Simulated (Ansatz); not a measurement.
WC: an elastic constant from a strain scan

Method: Ansatz, DFT PBEsol, scalar-relativistic, plane waves, PAW. Cutoff 420 eV, Γ-centred 24×24×24 k-points, Gaussian smearing of 0.15 eV. Spin–orbit coupling is left out, which can shift energies with elements as heavy as these. No spin polarisation. Energies are free energies at this smearing, counted from the undisturbed cell; pressure is positive in compression.

Zero of the scan (relaxed at this level; this rock-salt form isn't the usual structure):

```yaml
crystal:
  lattice:
    - [0.00000, 2.17269, 2.17269]
    - [2.17269, 0.00000, 2.17269]
    - [2.17269, 2.17269, 0.00000]
  atoms:
    - { symbol: W, position: [0.00000, 0.00000, 0.00000] }
    - { symbol: C, position: [0.50000, 0.50000, 0.50000] }
```

The cell is strained by ε times the Voigt pattern (0, 1, 0, 0, 0, 0) (xx, yy, zz, yz, xz, xy; engineering shear) with fractional coordinates fixed. The cell holds 2 atoms in V0 = 20.51 Å³. The stress column is τ = (1/V0) dE/dε, got from the stress tensor σ (compression positive) at each point as −det(1 + εP) σ : P(1 + εP)⁻¹, with P the pattern as a tensor.

```csv
ε,ΔE (meV/atom),τ (GPa)
-0.0600,118.643,-69.379
-0.0450,62.717,-47.654
-0.0300,26.161,-28.969
0.0000,0.000,-0.014
0.0150,5.441,11.007
0.0300,20.482,20.005
0.0450,43.294,27.241
0.0600,?,?
```

**Question.** Which combination of elastic constants does this scan measure, and how large is it?

**Answer.** For small ε, τ = τ0 + Kε with K = pᵀCp, which for this pattern is C11 in the cubic axes. The parabola through τ at ε = -0.0300, 0 and 0.0150 has slope K = 812 GPa at zero. The energies per cell, E = NΔE, of the same two points give K = 2[E(ε₊)/ε₊ − E(ε₋)/ε₋]/[(ε₊ − ε₋)V0] = 857 GPa, in agreement.

**Question.** Predict the withheld row at ε = 0.0600 from the harmonic law, and compare.

**Answer.** ΔE = V0(τ0 ε + Kε²/2)/N = 93.458 meV/atom and τ = 48.68 GPa. The calculation gives 72.326 meV/atom and 32.99 GPa: the energy lies 23 % below the harmonic value, as bonds soften when stretched.

In a metal these slopes depend on the k mesh and the smearing.

Cost: 8 runs of about 2.9 core-minutes in all, on Arm Neoverse V1 (shared hosts).